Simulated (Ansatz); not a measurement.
System: MgO (rock salt type), 2 atoms in the cell.

```
CELL_PARAMETERS angstrom
0.00000 2.12500 2.12500
2.12500 0.00000 2.12500
2.12500 2.12500 0.00000
ATOMIC_POSITIONS crystal
Mg 0.00000 0.00000 0.00000
O 0.50000 0.50000 0.50000
```

These are results of PBE, plane waves, all-electron PAW datasets generated for the crystal, point nucleus (Ansatz 0.2.0 development build), not measurements.

Cutoff 340 eV; k-mesh 6×6×6 Γ-centred; Fermi–Dirac smearing of 0.02 eV; no spin polarisation.

How large is the gap on this mesh, is it direct, and where do the band edges lie (fractions of the reciprocal vectors of this cell)?

4.48 eV, direct at (0.000, 0.000, 0.000).

List the levels near the gap at (0.000, 0.000, 0.000), (0.000, 0.000, 0.333), (0.000, 0.167, -0.167), (0.000, 0.333, -0.333), in eV from the top of the valence band (v1 is the highest filled band, c1 the lowest empty one).


| k | v4 | v3 | v2 | v1 | c1 | c2 |
| --- | --- | --- | --- | --- | --- | --- |
| (0.000, 0.000, 0.000) | -17.11 | 0.00 | 0.00 | 0.00 | 4.48 | 15.66 |
| (0.000, 0.000, 0.333) | -16.22 | -3.58 | -0.48 | -0.48 | 7.47 | 12.10 |
| (0.000, 0.167, -0.167) | -16.45 | -2.57 | -0.90 | -0.30 | 7.44 | 12.08 |
| (0.000, 0.333, -0.333) | -15.67 | -3.13 | -2.96 | -0.96 | 10.14 | 11.99 |

Semilocal functionals give gaps that mostly lie well below measured ones.
